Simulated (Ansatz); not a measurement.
# Ta2CF2 MXene monolayer in a perpendicular field, part 2 of 2

What dipole does a perpendicular field induce in the Ta2CF2 MXene monolayer? A positive field points along +c.

Ansatz 0.2.0; plane-wave DFT, PBE-D3(BJ), Ansatz PAW.

So far. Step 2 (Relaxing the slab): The lattice constant a goes from 3.226 to 3.182 Å.

### Step 3. Single point, field 0

A sawtooth potential applies the field, turning back in the middle of the vacuum. With the dipole correction the typed value is the field outside the slab. The induced dipole is small, so the SCF threshold is tight.

The cell differs from the one that the last finished run ended in (c 39.986 → 23.004 Å).

Contents of input.yaml:

```yaml
crystal:
  lattice:
    - [3.1824950314, 0.0, 0.0]
    - [-1.5912475157, 2.7561215446, 0.0]
    - [0.0, 0.0, 23.0035238926]
  atoms:
    - { symbol: F, position: [0.3333333333, 0.6666666667, 0.3912444042] }
    - { symbol: Ta, position: [0.6666666667, 0.3333333333, 0.4524431151] }
    - { symbol: C, position: [0.0, 0.0, 0.5] }
    - { symbol: Ta, position: [0.3333333333, 0.6666666667, 0.5475568849] }
    - { symbol: F, position: [0.6666666667, 0.3333333333, 0.6087555958] }
kpoints:
  mp_grid: { grid: [18, 18, 1] }
  band_path:
    path: [[0, 0, 0], [0.5, 0, 0], [0.33333333, 0.33333333, 0], [0, 0, 0]]
    npoints: 16
hamiltonian:
  xc: pbe
  dispersion: d3bj
scf:
  occupations: { method: fermi_dirac, width: 0.02585 }
  convergence: { dr2_threshold: 1.0e-10 }
efield:
  axis: 3
  dipole_correction: true
  ramp_position: 0.97
  ramp_width: 0.06
  amplitude: 0
output:
  dos: { projected: true, e_range: [-6, 5] }
  write_potential: true
  write_density: true
  volumetric_format: npy
  elf: true
```

Launch:

```
$ ansatz run input.yaml --threads 2 --pin off --max-ram 3072MiB --backend cpu --events-out ev --progress --plain --runs-dir out
```

Numbers of over 12 decimals in the logs are rounded to 6 here.

The program printed:

```text
[...]
Crystal: 5 atoms, lattice volume = 201.772 Å³
Basis set: ecut = 420 eV, 3965 PW (Γ)
Bands: 27, of which v1, the nominal top of the filled ones, is band 22 counted from 1 (21 counted from 0)
Symmetry: 6 space group operations
k-points: 37 of 324 (time reversal used)
[...]
SCF iter   1: F=—  HF=-21735.521090 eV  |F-HF|=—  |Δ(HF+E_count)|=         —  Δρ=4.38e-3  dr2=1.03e-1  ethr=1.77e-3  p=0.000 e·Å  D=5.72e-14 V/Å  ΔV_dip=-0.00 eV  dr2_dipole=2.41e-10  V_vac-E_F(+/−)=4.76/4.76 eV  ⟨swp⟩=8.4  Hψ=5672  notcnv=0
efield: sawtooth ramp at fractional position 0.9700 (set: `efield.ramp_position`, or a place that a band, a saddle search or an elastic batch's reference lends), width 0.0600; the density the first Hamiltonian is built on has a dipole p = 0.000 e·Å; the dipole correction subtracts the counter field D = 5.72e-14 V/Å, which shifts the + side's vacuum level by -0.00 eV against the − side's; the planar-averaged density in the ramp window peaks in size at 1.4e-5 e/Å³
[...]
SCF iter   2: F=—  HF=-21735.499791 eV  |F-HF|=—  |Δ(HF+E_count)|=   2.13e-2  Δρ=2.22e-3  dr2=2.22e-2  ethr=2.34e-4  p=0.000 e·Å  D=1.69e-5 V/Å  ΔV_dip=-0.00 eV  dr2_dipole=3.92e-9  V_vac-E_F(+/−)=3.56/3.56 eV  ⟨swp⟩=4.9  Hψ=2809  notcnv=0  defer=21
[...]
SCF iter   9: F=-21735.494266 eV  HF=-21735.494266 eV  |F-HF|=2.26e-10  |Δ(HF+E_count)|=   1.23e-9  Δρ=2.08e-7  dr2=5.26e-11  ethr=1.00e-12  p=0.000 e·Å  D=2.33e-8 V/Å  ΔV_dip=-0.00 eV  dr2_dipole=2.28e-14  V_vac-E_F(+/−)=3.83/3.83 eV  ⟨swp⟩=6.1  Hψ=4250  notcnv=0
SCF 1 converged in 9 iterations: F = -21735.494266 eV  dr2 = 5.26e-11
[...]
NSCF: frozen V_eff on 49 k-points
efield: sawtooth ramp at fractional position 0.9700 (kept from the solve that this one continues, or follows in the run), width 0.0600; the density the first Hamiltonian is built on has a dipole p = 0.000 e·Å; the dipole correction subtracts the counter field D = 2.33e-8 V/Å, which shifts the + side's vacuum level by -0.00 eV against the − side's; the planar-averaged density in the ramp window peaks in size at 3.6e-6 e/Å³
[...]
SCF converged after 9 iterations
Free energy (F): -21735.494266 eV
[...]
Internal energy: -21735.491966 eV  (E = F + TS)
E sigma→0 (E₀):  -21735.493116 eV
Entropy (-TS):   -0.002301 eV (-0.460 meV/atom)
Fermi energy:    1.992112 eV
Dipole field:    D = -0.000000 V/Å  (p = -0.000000 e·Å, saw-weighted, corrected)
Work function:   Φ+ = 3.8296 eV   Φ− = 3.8297 eV
Levels:          The Fermi level and band energies are counted from a zero that moves with the ramp; work functions are not
[...]
--- Band table (eV; the first three rows and the last of 37) ---
  k-point 0: bands = [... 18 lower, -3.1768, -3.1768, 0.2571, 0.2571, 1.3784, 2.5952, 3.3119, 3.3119, ... 1 higher]
  k-point 1: bands = [... 18 lower, -3.2795, -3.1922, 0.1415, 0.3298, 1.3942, 2.7546, 3.1828, 3.3071, ... 1 higher]
  k-point 2: bands = [... 18 lower, -3.5274, -3.2282, -0.1455, 0.5421, 1.4365, 2.8653, 3.2080, 3.2913, ... 1 higher]
  k-point 36: bands = [... 18 lower, -4.1919, -3.1059, 0.8194, 1.3450, 1.3450, 3.9790, 4.1074, 4.1074, ... 1 higher]
```

The job ended after 9.3 s (2 threads of Intel Xeon Platinum 8559C (Emerald Rapids), shared host; peak memory 0.61 GiB).

This step gave:

- energy at zero smearing: -21735.4931 eV
- work function, upper face: 3.830 eV
- dipole along the normal: -2.00e-7 e·Å

Running mean over a fixed 2.7 Å (it still follows the layers) of the planar mean; the ramp of the sawtooth is left out. Electron's electrostatic potential energy less the Fermi level against z:

```
z (Å)  electron's electrostatic potential energy less the Fermi level (eV)
  3.5                                                                 3.83
  4.0                                                                 3.83
  4.5                                                                 3.83
  5.0                                                                 3.83
  5.5                                                                 3.83
  6.0                                                                 3.83
  6.5                                                                 3.81
  7.0                                                                 3.67
  7.5                                                                 2.63
  8.0                                                                0.718
  8.5                                                                -1.55
  9.0                                                                -5.22
  9.5                                                                -9.07
 10.0                                                                -11.6
 10.5                                                                -13.0
 11.0                                                                -14.3
 11.5                                                                -15.5
 12.0                                                                -14.4
 12.5                                                                -13.0
 13.0                                                                -11.7
 13.5                                                                -9.09
 14.0                                                                -5.25
 14.5                                                                -1.57
 15.0                                                                0.704
 15.5                                                                 2.62
 16.0                                                                 3.66
 16.5                                                                 3.81
 17.0                                                                 3.83
 17.5                                                                 3.83
 18.0                                                                 3.83
 18.5                                                                 3.83
 19.0                                                                 3.83
 19.5                                                                 3.83
```

The density of states has structure finer than the step of the table below, so its rows give means over 0.2 eV, whole bins alone (the curve runs from -6 to 1.03 eV). Peaks (eV: height): -5.81: 5.59, -5.72: 6.79, -5.26: 8.14, -5.12: 7.10, -2.50: 2.29, -0.60: 2.26, 0.78: 3.79.

The density of states by energy, zero at the Fermi level; means over each step:

```
energy (eV)  density of states (states/eV a cell)
       -5.8                                  3.94
       -5.6                                  3.70
       -5.4                                  4.55
       -5.2                                  6.39
       -5.0                                  1.55
       -4.8                                     0
       -4.6                                     0
       -4.4                                     0
       -4.2                                     0
       -4.0                                 0.309
       -3.8                                 0.673
       -3.6                                 0.719
       -3.4                                 0.793
       -3.2                                 0.850
       -3.0                                 0.931
       -2.8                                  1.04
       -2.6                                  1.39
       -2.4                                  1.22
       -2.2                                 0.971
       -2.0                                 0.519
       -1.8                                 0.390
       -1.6                                  1.32
       -1.4                                  1.67
       -1.2                                  1.04
       -1.0                                 0.864
       -0.8                                 0.986
       -0.6                                  1.36
       -0.4                                  1.36
       -0.2                                  1.16
        0.0                                  1.02
        0.2                                 0.997
        0.4                                 0.933
        0.6                                 0.965
        0.8                                  3.09
```

Projected DOS per atom over height of the atomic layer and energy from the Fermi level. Layers: F Ta C Ta F from below.

Ten even steps from '0' (0.00 states/eV) to '9' (3.00 states/eV), each cell a mean:
```
03030
01010
01010
01010
02020
01010
01010
02020
01010
00000
01010
01010
01010
01010
01010
00000
00000
00000
00000
03930
12521
12421
```
Columns: height of the atomic layer (Å) from 9 to 14.0 (not evenly spaced); rows upwards: energy from the Fermi level (eV) from -5.96 to 0.97.

The electronic bands at the labelled points (eV, zero at the Fermi level):

```
  point  band 19  band 20  band 21  band 22  band 23  band 24  band 25  band 26
      Γ    -5.17    -5.17    -1.74    -1.74    -0.61     0.60     1.32     1.32
halfway    -5.65    -5.25    -3.09    -0.42    -0.30     0.77     1.43     1.74
      M    -5.07    -5.04    -4.05     1.55     1.68     1.80     2.10     2.75
halfway    -5.79    -5.08    -2.91     0.14     0.90     1.86     2.10     2.74
      K    -6.18    -5.10    -1.17    -0.65    -0.65     1.99     2.12     2.12
halfway    -5.68    -5.52    -2.44    -1.70     0.83     1.25     1.46     1.76
      Γ    -5.17    -5.17    -1.74    -1.74    -0.61     0.60     1.32     1.32
```

ELF in the ca plane at fractional y = 0.333, with atoms of Ta and F within 0.2 Å of it. It is the smooth field of the valence electrons, not physical close to the nuclei.

Ten even steps from '0' (0.00) to '9' (0.81), each cell a mean:
```
00000000000000000001112675344311378752000000
00000000000000000000027868524312899984100000
00000000000000000000038517623313887995100000
00000000000000000000026878434312799984100000
00000000000000000012212564354321268742000000
00000000000000000135531124664232111100000000
00000000000000000136642236774344100000000000
00000000000000000124421123664232112210000000
```
Columns run along c (16.0 Å, from fractional 0.07 to 0.77 of the cell), rows up along a (3.2 Å). Atoms in or near the plane, at fractional coordinates: Ta at (0.45, 0.67), F at (0.61, 0.67).

Electrostatic potential energy in the ca plane at fractional y = 0.333, with atoms of Ta and F within 0.2 Å of it. With pseudopotentials it is smooth inside the atoms' cores, unlike the true potential.

Ten even steps from '0' (-44 eV) to '9' (6 eV), each cell a mean:
```
99999999999999999999986324688878888999999999
99999999999999999999863000378888721499999999
99999999999999999999861000278998500289999999
99999999999999999999873000478888721599999999
99999999999999999999986434788777888999999999
99999999999999999999988778887656789999999999
99999999999999999999998888887545789999999999
99999999999999999999988777887666789999999999
```
Columns run along c (16.0 Å, from fractional 0.07 to 0.77 of the cell; values clipped at the 3rd and 97th percentile), rows up along a (3.2 Å). Atoms in or near the plane, at fractional coordinates: Ta at (0.45, 0.67), F at (0.61, 0.67).

Valence density in the ca plane at fractional y = 0.333, with atoms of Ta and F within 0.2 Å of it. It is the smooth field of the valence electrons, not physical close to the nuclei.

Ten steps, logarithmic in the rise over the least value, from '0' (0 e/Å³) to '9' (11 e/Å³), each cell a mean:
```
00000000000000000000123565433222344310000000
00000000000000000000126777532222578631000000
00000000000000000000136777632212699841000000
00000000000000000000125777532222478630000000
00000000000000000001123555333322234210000000
00000000000000000002222223333443211000000000
00000000000000000012322223344444210000000000
00000000000000000001222233333333211100000000
```
Columns run along c (16.0 Å, from fractional 0.07 to 0.77 of the cell), rows up along a (3.2 Å). Atoms in or near the plane, at fractional coordinates: Ta at (0.45, 0.67), F at (0.61, 0.67).

The work function of the upper face is 3.83 eV.

### Step 4. Single point, field 0.1 V/Å

input.yaml: that of step 3 with these lines changed.

```diff
@@ -27,5 +27,4 @@
   ramp_width: 0.06
-  amplitude: 0
+  amplitude: 0.1
 output:
-  dos: { projected: true, e_range: [-6, 5] }
   write_potential: true
@@ -33,2 +32 @@
   volumetric_format: npy
-  elf: true
```

The program printed:

```text
[...]
Crystal: 5 atoms, lattice volume = 201.772 Å³
Basis set: ecut = 420 eV, 3965 PW (Γ)
Bands: 27, of which v1, the nominal top of the filled ones, is band 22 counted from 1 (21 counted from 0)
Symmetry: 6 space group operations
k-points: 37 of 324 (time reversal used)
[...]
k-point 0: bands = [... 18 lower, -3.1769, -3.1769, 0.2569, 0.2569, 1.3781, 2.5932, 3.3117, 3.3117, ... 1 higher]
  k-point 1: bands = [... 18 lower, -3.2797, -3.1923, 0.1413, 0.3296, 1.3940, 2.7520, 3.1825, 3.3069, ... 1 higher]
  k-point 2: bands = [... 18 lower, -3.5274, -3.2283, -0.1457, 0.5418, 1.4362, 2.8637, 3.2014, 3.2969, ... 1 higher]
  k-point 36: bands = [... 18 lower, -4.1873, -3.1062, 0.8191, 1.3430, 1.3465, 3.9787, 4.1056, 4.1087, ... 1 higher]
[key lines of the parts left out:]
SCF converged after 12 iterations
Free energy (F): -21735.495553 eV
Fermi energy:    1.991864 eV
Dipole field:    D = 0.023072 V/Å  (p = 0.025727 e·Å, saw-weighted, corrected)
```

Wall time 10 s (2 threads); peak memory 0.57 GiB.

The dipole is 0.0257 e·Å.

### Step 5. Atoms held, field -0.1 V/Å

input.yaml: that of step 4 with these lines changed.

```diff
@@ -27,3 +27,3 @@
   ramp_width: 0.06
-  amplitude: 0.1
+  amplitude: -0.1
 output:
```

The program printed:

```text
[...]
Crystal: 5 atoms, lattice volume = 201.772 Å³
Basis set: ecut = 420 eV, 3965 PW (Γ)
Bands: 27, of which v1, the nominal top of the filled ones, is band 22 counted from 1 (21 counted from 0)
Symmetry: 6 space group operations
k-points: 37 of 324 (time reversal used)
[...]
k-point 0: bands = [... 18 lower, -3.1769, -3.1769, 0.2569, 0.2569, 1.3781, 2.5932, 3.3117, 3.3117, ... 1 higher]
  k-point 1: bands = [... 18 lower, -3.2797, -3.1923, 0.1413, 0.3296, 1.3940, 2.7520, 3.1825, 3.3069, ... 1 higher]
  k-point 2: bands = [... 18 lower, -3.5274, -3.2283, -0.1457, 0.5418, 1.4362, 2.8637, 3.2014, 3.2969, ... 1 higher]
  k-point 36: bands = [... 18 lower, -4.1873, -3.1062, 0.8191, 1.3430, 1.3465, 3.9787, 4.1056, 4.1087, ... 1 higher]
[key lines of the parts left out:]
SCF converged after 12 iterations
Free energy (F): -21735.495553 eV
Fermi energy:    1.991864 eV
Dipole field:    D = -0.023072 V/Å  (p = -0.025727 e·Å, saw-weighted, corrected)
```

Elapsed: 10 s, on 2 threads; peak memory 0.59 GiB; 20 s of CPU time.

The dipole is -0.0257 e·Å.

### Step 6. Response, atoms held

This step: plane-wave DFT, PBE-D3(BJ), Ansatz PAW; response to a field along the normal, atoms held (Ansatz 0.2.0).

The dipoles give the slope, and the difference of two potentials shows where the field is screened.

This step gave:

- equivalent conductor thickness p/(ε₀AE): 5.307 Å
- distance between the outer atoms: 5.004 Å

Dipole of the cell against applied field:

```
applied field (V/Å)  dipole of the cell (e·Å)
            -0.1000                   -0.0257
             0.0000                   -2.0e-7
             0.1000                    0.0257
```

Local field over the applied field, running mean. From the potentials at -0.1 and 0.1 V/Å; running mean over 2.5 Å. The local field over applied field by z:

```
z (Å)  local field over applied field
 4.03                           1.000
 4.46                           1.000
 4.89                           1.000
 5.18                           0.999
 5.61                           0.998
 6.04                           0.995
 6.47                           0.986
 6.90                           0.961
 7.19                           0.926
 7.62                           0.843
 8.05                           0.734
 8.48                           0.609
 8.91                           0.477
 9.35                           0.342
 9.63                           0.261
10.06                           0.163
10.50                          0.0871
10.93                          0.0375
11.36                         0.00979
11.65                         0.00979
12.08                          0.0375
12.51                          0.0871
12.94                           0.163
13.37                           0.261
13.66                           0.342
14.09                           0.477
14.52                           0.609
14.95                           0.734
15.38                           0.843
15.81                           0.926
16.10                           0.961
16.53                           0.986
16.97                           0.995
17.40                           0.998
17.83                           0.999
18.12                           1.000
18.55                           1.000
18.98                           1.000
```

The induced electron density oscillates, so the rows of the table below give means over windows of 0.5 Å about each position, cut where the curve ends. Its maxima inside the range that stand out by 2 % of the span (Å: e/Å³ per V/Å): 8.48: 0.00320, 9.20: 0.00204, 10.21: 0.00144, 13.37: -6.1e-4, 14.09: -0.00137. Its minima: 8.91: 0.00137, 9.63: 6.1e-4, 12.80: -0.00144, 13.80: -0.00204, 14.52: -0.00320.

Electrons, planar mean, per unit field. Table of induced electron density by z; means over each step:

```
z (Å)  induced electron density (e/Å³ per V/Å)
  4.5                                   4.0e-7
  5.0                                   1.3e-6
  5.5                                   4.4e-6
  6.0                                   1.6e-5
  6.5                                   5.9e-5
  7.0                                   2.2e-4
  7.5                                   7.2e-4
  8.0                                  0.00204
  8.5                                  0.00280
  9.0                                  0.00173
  9.5                                   9.6e-4
 10.0                                  0.00120
 10.5                                  0.00112
 11.0                                   6.8e-4
 11.5                                   3.6e-6
 12.0                                  -6.8e-4
 12.5                                 -0.00112
 13.0                                 -0.00120
 13.5                                  -9.6e-4
 14.0                                 -0.00172
 14.5                                 -0.00279
 15.0                                 -0.00205
 15.5                                  -7.3e-4
 16.0                                  -2.2e-4
 16.5                                  -6.0e-5
 17.0                                  -1.7e-5
 17.5                                  -4.5e-6
 18.0                                  -1.3e-6
 18.5                                  -4.1e-7
```

By hand: between -0.1 and 0.1 V/Å the dipole changes by 0.05145 e·Å, a slope of 0.2573 e·Å²/V. A perfect conductor of thickness t has p = ε₀AEt, so t = 180.95 × 0.2573 / 8.771 = 5.31 Å (e/ε₀ = 180.95 V·Å, A in Å²).

The induced dipole is that of a conductor 5.31 Å thick.

### Step 7. Results

```json
{
  "gap without field": "none",
  "work function, upper face": "3.83 eV",
  "equivalent conductor thickness, atoms held": "5.31 Å"
}
```

What this shows: The induced dipole equals that of a perfect conductor 5.31 Å thick, while the outer atoms lie 5.00 Å apart. There is no gap over 0.03 eV, with or without the field. The main runs have no spin polarisation; a magnetic state could lie lower and would change these results. Spin-orbit coupling is left out, which matters for the bands of elements this heavy. The MXene's terminations sit over the metal atoms of its far layer; the site over carbon or nitrogen, which some compounds prefer, was not run.

[Logs are printed without paths, hosts, clocks, repeated set-up lines and the standing remarks that a program may print on its own settings, such as how far it seeks lower states.]

[Hosts, paths, dates, database ids (printed as entryN), source tags and the programs' standing remarks are cut or masked in the printed files.]

[Maps of the electrostatic potential energy from Ansatz leave out the sawtooth potential of an applied field or a dipole correction, so their vacuum need not be flat; planar profiles and work functions include it.]

[The density of states shown here was stored with 400 of the rows of the run's finer table, so its peaks can read low, often by over a quarter, or be missed, and its means over a window can be off by a tenth or more.]
